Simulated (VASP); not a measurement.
A run of VASP 6.6.1:

Contents of INCAR:

```
PREC = Accurate
ENCUT = 520
EDIFF = 1E-6
ISMEAR = 0
SIGMA = 0.1
LREAL = F
LASPH = T
NELM = 100
ALGO = Fast
ISIF = 2
LWAVE = F
LCHARG = F
GGA = PE
IVDW = 12
NBANDS = 18
```

File KPOINTS:

```
Automatic mesh
0
Gamma
  18 18 10
```

The input POSCAR:

```
Ag
1.0
    2.8805433203      0.0000000000      0.0000000000
   -1.4402716602      2.4946236921      0.0000000000
    0.0000000000      0.0000000000      4.7134156702
Ag
2
Direct
    0.3333333333      0.6666666667      0.2500000000
    0.6666666667      0.3333333333      0.7500000000
```

Potentials or basis: VASP PAW PBE potentials, release 64 (Ag).

The run is started by

```bash
$ cat potpaw_PBE.64/Ag/POTCAR > POTCAR
$ mpirun -np 1 vasp_std > vasp.out
```

Hardware: 1 thread of Intel(R) Xeon(R) 6975P-C (Granite Rapids), with other jobs on the host.

Question: Estimate the wall time of this run.

Answer: It took 33 s on 1 thread of Intel(R) Xeon(R) 6975P-C (Granite Rapids), on a shared host, peak memory 0.24 GiB. Counts: scf iterations 12, k points 222.
